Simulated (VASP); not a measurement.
# CsPbBr3: NMR shieldings

What are the shielding tensors of CsPbBr3? The cell has space group Pm-3m, a computed entry that need not be the common form of this compound. Left out of this account: 1 further run (NMR: a repeat of the first functional). The start is a computed cell from the Materials Project.

Main program and level: VASP 6.6.1; r2SCAN; plane waves and PAW (Pb_d, Cs_sv, Br), in the first sound run; inputs show where later runs differ.

This is a report of a sequence of runs, with most program output left out.

**1. Set-up**

It takes space group Pm-3m (No. 221, cubic). The conventional cell has a = 5.949 Å, b = 5.949 Å, c = 5.949 Å, α = 90.00°, β = 90.00°, γ = 90.00°. Pb has 6 Br at 2.97 Å nearest. Cs has 12 Br at 4.21 Å nearest. Br has 2 Pb at 2.97 Å and 4 Cs at 4.21 Å nearest. Farther neighbours and most contacts between anions are not listed.

**2. Relaxation**

The atoms are relaxed first inside the given cell, which is kept (ISIF = 2), since values at the nuclei depend on the positions.

Contents of INCAR:

```
SYSTEM = CsPbBr3
PREC = Accurate
ENCUT = 400
EDIFF = 1E-06
NELM = 100
ISMEAR = 0
SIGMA = 0.05
LREAL = .FALSE.
ALGO = Normal
METAGGA = R2SCAN
LASPH = .TRUE.
NBANDS = 28
LWAVE = .FALSE.
LCHARG = .FALSE.
KPAR = 2
IBRION = 2
NSW = 60
ISIF = 2
EDIFFG = -0.01
```

Contents of POSCAR:

```
CsPbBr3
1.0
    5.9486308200      0.0000000000      0.0000000000
    0.0000000000      5.9486308200      0.0000000000
    0.0000000000      0.0000000000      5.9486308200
Pb Cs Br
1 1 3
Direct
    0.5000000000      0.5000000000      0.5000000000
    0.0000000000      0.0000000000      0.0000000000
    0.5000000000      0.5000000000      0.0000000000
    0.5000000000      0.0000000000      0.5000000000
    0.0000000000      0.5000000000      0.5000000000
```

Contents of KPOINTS:

```
Automatic mesh
0
Gamma
4 4 4
0 0 0
```

PAW data sets: Pb_d, Cs_sv and Br (PBE family, release 64).

The run is started by

```sh
$ mpirun -np 2 vasp_std
```

Wall time 36 s (2 MPI ranks of Intel Xeon 6975P-C (Granite Rapids), shared host); peak memory 0.53 GiB.

The PAW data sets were made with PBE, which is usual practice but a small mismatch for other functionals. The run keeps the 48 symmetry operations of its start, so it cannot find a distortion of lower symmetry.

The forces vanish from the start, and no atom moves.

Numbers from this step:

- free energy (TOTEN): -128.4522 eV
- Fermi energy: 0.9069 eV
- pressure: -0.08871 GPa

The forces stay under 1e-4 eV/Å.

**3. Ground state**

This step: PBE; plane waves and PAW (Pb_d, Cs_sv, Br) (VASP 6.6.1).

A ground-state run shows first whether the cell has a gap, which the next steps need; its size sets how fine their mesh has to be.

Contents of INCAR:

```
SYSTEM = CsPbBr3
PREC = Accurate
ENCUT = 400
EDIFF = 1E-07
NELM = 100
ISMEAR = 0
SIGMA = 0.01
LREAL = .FALSE.
ALGO = Normal
GGA = PE
NBANDS = 28
LORBIT = 11
LWAVE = .FALSE.
LCHARG = .FALSE.
KPAR = 2
```

POSCAR is that of step 2.

KPOINTS is that of step 2.

The run is started by

```sh
$ mpirun -np 2 vasp_std
```

The job ended after 12 s (2 MPI ranks; peak memory 0.49 GiB; 20 s of CPU time).

The gap is read on the k-mesh alone, so it is an upper bound where the band edges lie off the mesh.

This step gave:

* free energy (TOTEN): -15.86 eV
* Fermi energy: 0.9128 eV
* pressure: 0.5815 GPa
* gap on the k-mesh: 1.687 eV
* least direct gap on the k-mesh: 1.687 eV

The cell has a gap of 1.69 eV on this mesh. Spin-orbit coupling is left out, which can shift or reorder these edges.

**4. Shielding tensors**

This step: chemical shifts by linear response (GIPAW), PBE; plane waves and PAW (Pb_d, Cs_sv, Br) (VASP 6.6.1).

LCHIMAG computes the induced currents by linear response. It needs tightly converged orbitals and a cutoff well above the default; LEFG adds the field gradients at no cost.

Contents of INCAR:

```
SYSTEM = CsPbBr3
PREC = Accurate
ENCUT = 340
EDIFF = 1E-09
NELM = 100
ISMEAR = 0
SIGMA = 0.01
LREAL = .FALSE.
ALGO = Normal
GGA = PE
NBANDS = 28
LWAVE = .FALSE.
LCHARG = .FALSE.
KPAR = 2
LCHIMAG = .TRUE.
LEFG = .TRUE.
DQ = 0.001
ICHIBARE = 1
LNMR_SYM_RED = .TRUE.
```

POSCAR is that of step 3.

Contents of KPOINTS:

```
Automatic mesh
0
Gamma
8 8 8
0 0 0
```

The run is started by

```sh
$ mpirun -np 2 vasp_std
```

Elapsed: 8.6 min, on 2 MPI ranks; peak memory 1.4 GiB; 17 min of CPU time.

Spin-orbit coupling is left out, which changes shieldings on and beside heavy atoms by much.

This step gave:

* free energy (TOTEN): -15.89 eV
* Fermi energy: 0.9527 eV
* pressure: 0.3995 GPa
* gap on the k-mesh: 1.694 eV
* least direct gap on the k-mesh: 1.694 eV

Valence and core; the G = 0 term is that of a spherical sample. NMR shielding, by row:

| atom | isotropic shielding (ppm) | span (ppm) | skew | isotropic shielding without the G = 0 term (ppm) |
| --- | --- | --- | --- | --- |
| Pb1 | 6548 | 0 | - | 6537 |
| Cs2 | 5777 | 0 | - | 5767 |
| Br3 | 2349 | 455.3 | 1 | 2338 |
| Br4 | 2349 | 455.3 | 1 | 2338 |
| Br5 | 2349 | 455.3 | 1 | 2338 |

Ordered as |Vzz| ≥ |Vxx| ≥ |Vyy|, the program's way. Electric field gradients, by row:

| atom | Vxx (V/Å²) | Vyy (V/Å²) | Vzz (V/Å²) | asymmetry |
| --- | --- | --- | --- | --- |
| Pb1 | 0 | 0 | 0 | - |
| Cs2 | 0 | 0 | 0 | - |
| Br3 | -99.97 | -99.97 | 199.9 | 0 |
| Br4 | -99.97 | -99.97 | 199.9 | 0 |
| Br5 | -99.97 | -99.97 | 199.9 | 0 |

**5. Coarser mesh**

A coarser mesh shows what can be saved.

INCAR is that of step 4.

POSCAR is that of step 4.

Contents of KPOINTS:

```
Automatic mesh
0
Gamma
3 3 3
0 0 0
```

The run is started by

```sh
$ mpirun -np 2 vasp_std
```

Wall time 69 s (2 MPI ranks); peak memory 0.49 GiB.

The run converged; its settings lie outside those of the reference runs, so its numbers serve the comparison alone.

Against the sound run on this cell (sound settings) the energy at zero smearing moves by -21.6 meV an atom and the pressure by -0.26 GPa.

Settings moved from the usual: the k mesh, now 3×3×3

**6. Cell strained**

A strained cell shows how shieldings follow the geometry.

INCAR is that of step 5.

POSCAR: that of step 5 with these lines changed.

```diff
@@ -2,5 +2,5 @@
 1.0
-    5.9486308200      0.0000000000      0.0000000000
-    0.0000000000      5.9486308200      0.0000000000
-    0.0000000000      0.0000000000      5.9486308200
+    5.9932620000     -0.0500790000     -0.0373110000
+   -0.0500790000      5.9217910000     -0.0037380000
+   -0.0373110000     -0.0037380000      5.9317470000
 Pb Cs Br
```

Contents of KPOINTS:

```
Automatic mesh
0
Gamma
8 8 8
0 0 0
```

The run is started by

```sh
$ mpirun -np 2 vasp_std
```

Wall time 41 min (2 MPI ranks).

The run was cut off at its time limit.

More ranks or a longer limit would be the way on.

**7. One more run**

This step: chemical shifts by linear response (GIPAW), r2SCAN; plane waves and PAW (Pb_d, Cs_sv, Br) (VASP 6.6.1).

This run repeats the step with a slip in the input.

INCAR: that of step 6 with these lines changed.

```diff
@@ -9,3 +9,4 @@
 ALGO = Normal
-GGA = PE
+METAGGA = R2SCAN
+LASPH = .TRUE.
 NBANDS = 28
```

POSCAR: that of step 6 with these lines changed.

```diff
@@ -2,5 +2,5 @@
 1.0
-    5.9932620000     -0.0500790000     -0.0373110000
-   -0.0500790000      5.9217910000     -0.0037380000
-   -0.0373110000     -0.0037380000      5.9317470000
+    5.9486308200      0.0000000000      0.0000000000
+    0.0000000000      5.9486308200      0.0000000000
+    0.0000000000      0.0000000000      5.9486308200
 Pb Cs Br
```

KPOINTS is that of step 6.

The run is started by

```sh
$ mpirun -np 2 vasp_std
```

It took 3.8 s on 2 MPI ranks.

The input was rejected at the start.

VASP's message: “LCHIMAG=.TRUE. is not yet implemented for meta-GGA functionals that depend on the kinetic energy density. Please set a GGA or LDA”. No number of this run is used.

Settings moved from the usual: xc = r2SCAN.

**8. Summary**

This step: chemical shifts by linear response (GIPAW), PBE; plane waves and PAW (VASP 6.6.1).

Derived from the runs above.

Isotropic shieldings. Cost is wall time times ranks on a shared host. Shieldings by setting:

| run | ENCUT (eV) | k mesh | Pb1, Wyckoff letter b (ppm) | Cs2, Wyckoff letter a (ppm) | Br3, Wyckoff letter c (ppm) | cost (core minutes) |
| --- | --- | --- | --- | --- | --- | --- |
| first shielding run | 340 | 8x8x8 | 6548 | 5777 | 2349 | 17.14 |
| coarser mesh | 340 | 3x3x3 | 7763 | 5786 | 2734 | 2.3 |

**9. Summary of results**

```json
{"Pb, isotropic shielding": "6548.3 ppm", "Cs, isotropic shielding": "5777.4 ppm", "Br, isotropic shielding": "2349.3 ppm"}
```

At PBE, in the first shielding run, the isotropic shieldings are Pb 6548.3 ppm; Cs 5777.4 ppm; Br 2349.3 ppm. In the first shielding run the widest tensor is that of Br3, with a span (largest less smallest principal value) of 455 ppm. The largest field gradient of that run is Vzz = 200 V/Å² at Br3. Against the first shielding run, the one with coarser mesh moves the shieldings by at most 1215 ppm. Shifts were not obtained, since a shift is the shielding of a reference compound, computed alike, less these values. The G = 0 term is the part set by the sample's shape, taken here for a sphere. Spin-orbit effects on the shifts of and near heavy atoms are left out. No finer mesh was run, so convergence in it isn't shown. VASP's guide advises LASPH and NLSPLINE for shieldings, which this input doesn't set; the effect wasn't tested. The run «cell strained» ended without a result (time limit). The cell has space group Pm-3m, a computed entry that need not be the common form of this compound. Not tabulated here, as repeats of values shown or as unfit to read for their mesh, reference level or band range: gaps (relaxation). The run with shifts with a meta-GGA isn't used: LCHIMAG doesn't take functionals of the kinetic-energy density.

[Lines on the potential files, build, host, timing and source positions are cut from VASP's logs without a mark.]

[Logs are printed without paths, hosts, clocks, repeated set-up lines and the standing remarks that a program may print on its own settings, such as how far it seeks lower states.]

[Hosts, paths, dates, database ids (printed as entryN), source tags and the programs' standing remarks are cut or masked in the printed files.]
